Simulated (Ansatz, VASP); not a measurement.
## BAs in VASP and in Ansatz

```
As B
1.0
     0.00000    2.37247    2.37247
     2.37247    0.00000    2.37247
     2.37247    2.37247    0.00000
As B
1 1
Direct
  0.75000 0.75000 0.75000
  0.00000 0.00000 0.00000
```

Change from the starting cell: volume scaled by 0.98.

Alike in both runs: task single point; functional PBEsol; k mesh 10 × 10 × 10; occupations fermi-dirac, width 0.05 eV; no spin polarisation.

```csv
,VASP,Ansatz
version,VASP 6.6.1,Ansatz 0.2.0
potentials or method,"VASP PAW PBE potentials, release 64 (As, B), cutoff 520 eV","all-electron LAPW, scalar-relativistic"
```

|  | VASP | Ansatz | Ansatz less VASP |
| --- | --- | --- | --- |
| gap on the k mesh at the Fermi level (eV) | 1.06 | 1.07 | +0.012 |
| least direct gap on the mesh (eV) | 3.27 | 3.27 | +0.007 |
| pressure (GPa) | 3.0 | 2.1 | -0.97 |

Ansatz ran all-electron here, so the differences hold the error of VASP's frozen core and of both bases.

Caveats: the PAW data sets were made with another functional, which shifts forces and pressure a little (VASP). A k mesh can miss the band edges.
